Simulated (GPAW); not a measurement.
# Au: single point with PBE

The system is Au.

```
Au
1.0
     1.41131   -2.55593    0.00000
     1.41131    2.55593    0.00000
     0.00000    0.00000    4.89317
Au
2
Direct
  0.33467 0.66533 0.25000
  0.66533 0.33467 0.75000
```

This isn't the form of Au at room conditions, which is fcc.

```
Program             : GPAW 26.7.0
Task                : single point
Functional          : PBE
Potentials or basis : GPAW PAW data sets (gpaw-data 1.2.1)
Cutoff              : 600 eV
Basis               : pw
k mesh              : 11 × 11 × 6
Occupations         : fermi-dirac, width 0.05 eV
Spin                : no spin polarisation
Maxiter             : 150
```

The pressure is 5.2 GPa. The largest force is 0.031 eV/Å and the band gap on the k mesh is none (metal or under the smearing width).

Forces on the atoms (eV/Å):
```
Au   0.000 -0.031  0.000
Au   0.000  0.031  0.000
```

Stress tensor (GPa, compression positive):
```
8.51 0.00 0.00
0.00 3.61 0.00
0.00 0.00 3.50
```

Levels at points of the mesh, in eV from the Fermi level:
| k point | band 8 | band 9 | band 10 | band 11 | band 12 | band 13 | band 14 | band 15 |
| --- | --- | --- | --- | --- | --- | --- | --- | --- |
| (0.00, 0.00, 0.00) | -3.47 | -3.30 | -2.17 | -2.10 | -1.02 | 2.47 | 15.50 | 16.56 |
| (0.00, 0.00, 0.50) | -4.15 | -2.64 | -2.64 | -2.49 | -2.49 | 10.34 | 10.34 | 15.92 |

It took 87 s on 1 thread of Arm Neoverse V2, with other jobs on the host, peak memory 0.26 GiB.

Caveat: with this Au data set, volumes or pressures lay over 1.5 % or 2 GPa off other programs in two to four cells of ten. The run has no spin-orbit coupling, so splittings on Au are missing.
